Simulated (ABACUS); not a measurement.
The system is MnO.

```xyz
2
Lattice="0.0000 2.2239 2.2239 2.2239 0.0000 2.2239 2.2239 2.2239 0.0000" Properties=species:S:1:pos:R:3 pbc="T T T"
Mn    0.0000    0.0000    0.0000
O     2.2239    2.2239    2.2239
```

The cell is a database's computed one.

Program: ABACUS 3.10.1. Alike in all runs: task single point; spin collinear, ferromagnetic start; cell as given; smearing fermi-dirac 0.05 eV.

Order these runs on this cell by their pressure, lowest first.
A. level PBEsol; potentials or basis PseudoDojo NC SR 0.4.1 PBEsol standard, plane waves; k mesh 10 × 10 × 10; cutoff (eV) 1320; radial cutoff of the potentials (pseudo_rcut) 7 bohr; mesh quality not flagged
B. level TPSS; potentials or basis SG15 ONCV 1.2 PBE, plane waves; k mesh 6 × 6 × 6; cutoff (eV) 1524; radial cutoff of the potentials (pseudo_rcut) 10 bohr; mesh quality coarse
C. level PBEsol; potentials or basis Ansatz NC PBE, plane waves; k mesh 8 × 8 × 8; cutoff (eV) 1320; radial cutoff of the potentials (pseudo_rcut) 10 bohr; mesh quality not flagged

C (-8.4 GPa), A (-6.8 GPa), B (0.8 GPa).

Caveats: some runs use coarse meshes; a cell with one magnetic atom can't hold antiferromagnetic order, which such compounds often take; the potentials were made for another functional, which shifts forces and pressure (some runs).

Not every run made on this cell is shown here.
